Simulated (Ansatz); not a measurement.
**Quadrupolar parameters in Si3N4**

The cell is an entry of the Crystallography Open Database (COD), ions relaxed with PBE at fixed cell.

```
CELL_PARAMETERS angstrom
7.59500 0.00000 0.00000
-3.79750 6.57746 0.00000
0.00000 0.00000 2.90230
ATOMIC_POSITIONS crystal
Si 0.76732 0.17356 0.32564
Si 0.59376 0.76732 0.82564
Si 0.82644 0.59376 0.32564
Si 0.23268 0.82644 0.82564
Si 0.40624 0.23268 0.32564
Si 0.17356 0.40624 0.82564
N 0.02936 0.32975 0.32565
N 0.69961 0.02936 0.82565
N 0.67025 0.69961 0.32565
N 0.97064 0.67025 0.82565
N 0.30039 0.97064 0.32565
N 0.32975 0.30039 0.82565
N 0.33333 0.66667 0.82553
N 0.66667 0.33333 0.32553
```

Sites (sets of like atoms) are named by element and the number of their first atom in this list.

All values are calculated (Ansatz; DFT, PBE, plane waves and PAW, scalar-relativistic, 420 eV cutoff, Γ-centred 4×4×10 k-points, Fermi–Dirac smearing 0.02 eV), not measured.

C_Q = eQV_zz/h, which is 24.18 MHz for Q = 1 b and V_zz = 10²¹ V/m²; η = (V_xx − V_yy)/V_zz. Directions are in the Cartesian axes of the cell vectors above, for the atom listed; none is given where the gradient is under 0.02 or η is above 0.95.

```
site  first atom     first shell  V_zz (10²¹ V/m²)     η  direction of V_zz (x, y, z)
  Si           1   4 N at 1.73 Å              0.99  0.42               0.58 0.81 0.00
  N7           7  3 Si at 1.73 Å             -4.90  0.07              -0.53 0.85 0.00
 N13          13  3 Si at 1.73 Å             -4.83  0.00               0.00 0.00 1.00
```

An axis of threefold or higher order runs through N13, so V_zz lies along it and η is zero. At N7 V_zz stands upright on the plane through its three neighbours (within 3°).

At this cell the PBE pressure is 6 GPa, so with PBE the cell would grow if it were relaxed.
